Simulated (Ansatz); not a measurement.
Sn:

```xyz
1
Lattice="-1.8911 1.8978 1.8732 1.8971 -1.9215 1.9029 1.8832 1.9136 -1.8969" Properties=species:S:1:pos:R:3 pbc="T T T"
Sn    0.0000    0.0000    0.0000
```

This isn't the form of Sn at room conditions, which is tetragonal (white tin).

The cell isn't the ideal one: cell sheared at random, sigma 0.01, atoms nudged by 0.01 Å.

```yaml
Program: Ansatz 0.2.0
Task: relaxation of cell and atoms
Functional: B3LYP
Potentials_or_basis: Ansatz PAW
Cutoff: "420 eV (not typed: the program's choice for these potentials)"
k_mesh: 5 × 5 × 5
Occupations: fermi-dirac, width 0.05 eV
Spin: no spin polarisation
```

At the start: volume 27.20 Å³/atom.

Q: How do energy, volume and symmetry change on relaxing?

A: It ends after 16 steps and the volume is 29.92 Å³/atom (+10.0 %); space group P-1 (No. 2, to 0.05 Å).

The path:
```tsv
step	energy change (eV)	largest force (eV/Å)	volume (Å³)
1	0.0000	0.0000	27.20
2	-0.1193	0.0000	29.80
3	-0.1724	0.0000	31.14
4	-0.2083	0.0000	31.35
5	-0.2540	0.0000	31.06
6	-0.2816	0.0000	30.54
7	-0.2823	0.0000	30.01
8	-0.2896	0.0000	30.06
9	-0.2934	0.0000	29.82
10	-0.2939	0.0000	29.79
11	-0.2940	0.0000	29.76
12	-0.2941	0.0000	29.71
13	-0.2976	0.0000	29.71
14	-0.2978	0.0000	29.88
15	-0.2978	0.0000	29.92
16	-0.2979	0.0000	29.92
```

Final structure:
```cif
data_structure
_symmetry_space_group_name_H-M 'P 1'
_symmetry_Int_Tables_number 1
_cell_length_a 3.1031
_cell_length_b 3.8753
_cell_length_c 3.7407
_cell_angle_alpha 109.833
_cell_angle_beta 108.269
_cell_angle_gamma 119.343
_cell_volume 29.92
loop_
_atom_site_label
_atom_site_type_symbol
_atom_site_fract_x
_atom_site_fract_y
_atom_site_fract_z
_atom_site_occupancy
Sn1 Sn 0.00000 0.00000 0.00000 1
```

Caveat: the k mesh is coarse (spacing up to 0.47 Å⁻¹), so the values aren't converged, least of all with exact exchange; the plane-wave basis is chosen anew once the cell has moved, so the energies of steps on either side of that aren't comparable; the PAW data sets come from PBE, with cores solved anew for the run's functional, which leaves a small shift of forces and pressure.
